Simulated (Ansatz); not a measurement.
GeO$_{2}$ (space group P3_221)

```yaml
crystal:
  lattice:
    - [4.98915, 0.00000, 0.00000]
    - [-2.49458, 4.32073, 0.00000]
    - [0.00000, 0.00000, 5.69214]
  atoms:
    - { symbol: Ge, position: [0.54890, 0.54890, 0.50000] }
    - { symbol: Ge, position: [0.45110, 0.00000, 0.16667] }
    - { symbol: Ge, position: [0.00000, 0.45110, 0.83333] }
    - { symbol: O, position: [0.30482, 0.39412, 0.74569] }
    - { symbol: O, position: [0.60588, 0.91070, 0.41236] }
    - { symbol: O, position: [0.08930, 0.69518, 0.07903] }
    - { symbol: O, position: [0.39412, 0.30482, 0.25431] }
    - { symbol: O, position: [0.91070, 0.60588, 0.58764] }
    - { symbol: O, position: [0.69518, 0.08930, 0.92097] }
```

E(V) scan at fixed shape, V₀ the volume above. The atoms relax within the cell's symmetry.

Method: PBEsol (plane waves to 420 eV, PAW, scalar-relativistic; Ansatz, a quantum-chemistry and plane-wave program). k mesh 8×8×6 (Γ-centred), Fermi-Dirac smearing 0.05 eV. Energies are smeared free energies. Compression counts positive. With the shape held, the modulus is that of even scaling; a crystal free to change shape is softer. GeO2 was relaxed with its symmetry unable to fall. The zero of ΔE is the relaxed starting cell.

```tsv
V (Å³/atom)	ΔE (meV/atom)
12.270	19.7
12.611	10.6
12.952	withheld
13.293	1.1
13.634	0.0
13.975	1.0
14.316	3.8
14.656	8.2
14.997	14.2
```

Q: Fit a third-order Birch-Murnaghan form (E₀, V₀, B₀, B₀′ free) to the given rows and predict ΔE at V = 12.952.

A: Least squares on the 8 given rows: ΔE = E₀ + (9V₀B₀/16)·y²·[2 + (B₀′ − 4)y], y = (V₀/V)^(2/3) − 1, with V₀ = 13.637 Å³/atom, B₀ = 38.98 GPa (160.2 GPa = 1 eV/Å³; the term in eV is multiplied by 1000), B₀′ = 3.75, E₀ = 0.00 meV/atom; root-mean-square residual 0.03 meV/atom. At 12.952 the fit gives 4.5 meV/atom; the calculation gives 4.5 meV/atom, the same to the digits shown. For the pressure the fit gives 2.21 GPa against the computed 2.21 GPa.

(Under strain, the slope of the energy per volume gives the stress and its curvature an elastic modulus.)
